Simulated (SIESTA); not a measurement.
The system is Zr.

```
Zr
1.0
     3.23200    0.00000    0.00000
    -1.61600    2.79899    0.00000
     0.00000    0.00000    5.14700
Zr
2
Direct
  0.66667 0.33333 0.75000
  0.33333 0.66667 0.25000
```

Base run:

- Program: SIESTA 5.4.2
- Functional: PBE
- Potentials or basis: SG15 1.2 (PBE files) or PseudoDojo by element
- Basis: DZP (energy shift 0.002 Ry)
- Grid cutoff: 800 Ry
- Energy shift: 0.002 Ry
- k mesh: 9 × 9 × 5
- Occupations: fermi-dirac, width 0.05 eV
- Spin: no spin polarisation

Its results: band gap on the k mesh none (metal or under the smearing width); pressure -0.2 GPa.

Q: The run is repeated on the same cell with these changes: functional from PBE to BLYP; potentials or basis from SG15 1.2 (PBE files) or PseudoDojo by element to PseudoDojo 0.4 standard (PBE files). What comes out?

A: Band gap on the k mesh none (metal or under the smearing width); pressure 4.0 GPa.

Caveats: semicore shells carry a single zeta, which can move pressures by several GPa and volumes by a few percent; the basis of atomic orbitals isn't converged, which shifts pressures, moduli and gaps; the potentials were made for another functional, which shifts forces and pressure (some runs).
